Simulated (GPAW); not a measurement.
Input of a GPAW 26.7.0 run:

File run.py:

```python
from ase import Atoms
from ase.eos import EquationOfState
from ase.io import Trajectory
from ase.units import GPa
from gpaw import GPAW, PW, setup_paths

setup_paths.insert(0, '.')

atoms = Atoms(['Pb', 'Se'],
              cell=[[0.0, 3.06065, 3.06065],
                    [3.06065, 0.0, 3.06065],
                    [3.06065, 3.06065, 0.0]],
              scaled_positions=[[0.0, 0.0, 0.0],
                                [0.5, 0.5, 0.5]],
              pbc=True)

traj = Trajectory('eos.traj', 'w')
volumes, energies = [], []
for x in [0.94, 0.96, 0.98, 1.0, 1.02, 1.04, 1.06]:
    a = atoms.copy()
    a.set_cell(atoms.cell * x**(1 / 3), scale_atoms=True)
    calc = GPAW(mode=PW(600),
                xc='PBEsol',
                kpts={'size': (8, 8, 8), 'gamma': True},
                occupations={'name': 'fermi-dirac', 'width': 0.05},
                nbands=19,
                convergence={'density': 1e-05, 'energy': 1e-05},
                maxiter=150,
                txt=f'eos-{x:.2f}.txt')
    a.calc = calc
    energies.append(a.get_potential_energy(force_consistent=True))
    volumes.append(a.get_volume())
    p = -a.get_stress()[:3].mean() / GPa
    calc.write(f'eos-{x:.2f}.gpw')
    traj.write(a)
    print(f'{x:.2f} {volumes[-1]:10.4f} A^3 {energies[-1]:14.6f} eV {p:9.3f} GPa', flush=True)

v0, e0, B = EquationOfState(volumes, energies, eos='birchmurnaghan').fit()
print(f'V0 = {v0:.4f} A^3, E0 = {e0:.6f} eV, B0 = {B / GPa:.2f} GPa')
```

Potentials or basis: PAW data sets generated in the run's folder for this functional, pw.

Launch:

```console
$ gpaw-setup -f PBEsol Pb Se
$ OMP_NUM_THREADS=1 python run.py
```

(1) Predict the equilibrium volume.

(2) Predict the bulk modulus.

(3) What does it give for the pressure derivative of the bulk modulus?

Answers

(1) 28.28 Å³/atom.

(2) 53 GPa.

(3) 4.0.

The cell as given is a measured one (28.67 Å³/atom); PBEsol puts the equilibrium volume -1.4 % from it, thermal expansion not counted.
